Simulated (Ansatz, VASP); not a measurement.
# AlRu in VASP and in Ansatz

File INCAR:

```
SYSTEM = AlRu
ALGO = Normal
EDIFF = 1E-8
ENCUT = 520
GGA = PS
ISIF = 2
ISMEAR = -1
LASPH = .True.
LCHARG = .False.
LEFG = .True.
LREAL = .False.
LWAVE = .False.
NBANDS = 16
NELM = 60
PREC = Accurate
SIGMA = 0.05
```

File KPOINTS:

```
k-points
0
Gamma
  12 12 12
  0 0 0
```

The input POSCAR:

```
AlRu
1.0
    2.9511680166      0.0000000000      0.0000000000
    0.0000000000      2.9511680166      0.0000000000
    0.0000000000      0.0000000000      2.9511680166
Al Ru
1 1
Direct
    0.0000000000      0.0000000000      0.0000000000
    0.5000000000      0.5000000000      0.5000000000
```

Input for Ansatz:

```yaml
crystal:
  lattice:
    - [2.9511680166, 0.0, 0.0]
    - [0.0, 2.9511680166, 0.0]
    - [0.0, 0.0, 2.9511680166]
  atoms:
    - { symbol: Al, position: [0.0, 0.0, 0.0] }
    - { symbol: Ru, position: [0.5, 0.5, 0.5] }
kpoints:
  mp_grid: { grid: [12, 12, 12] }
scf:
  occupations: { method: fermi_dirac, width: 0.05 }
hamiltonian:
  xc: pbesol
  pseudopotentials: { kind: paw }
output:
  forces: true
  stress: true
  eigenvalues: true
  efg: { contact_densities: true }
```

Change from the starting cell: volume scaled by 0.96, PAW files.

Alike in both runs: task electric field gradients; functional PBEsol; k mesh 12 × 12 × 12; occupations fermi-dirac, width 0.05 eV; no spin polarisation.

```csv
,VASP,Ansatz
version,VASP 6.6.1,Ansatz 0.2.0
potentials or method,"VASP PAW PBE potentials, release 64 (Al, Ru_pv)","PAW with Ansatz's default frozen-core files, scalar-relativistic"
plane-wave cutoff (eV),520,420
valence electrons in the cell,17,19
```

|  | VASP | Ansatz | Ansatz less VASP |
| --- | --- | --- | --- |
| pressure (GPa) | 5.9 | 5.8 | -0.10 |
| Vzz of the field gradient on the site that differs most (V/Å²) | 0.0 | 0.0 | 0.00 |

The two sets of potentials don't hold the same shells in valence. Ansatz warned: «gradients_without_spin_orbit».

Caveats: the PAW data sets were made with another functional, which shifts forces and pressure a little (VASP).
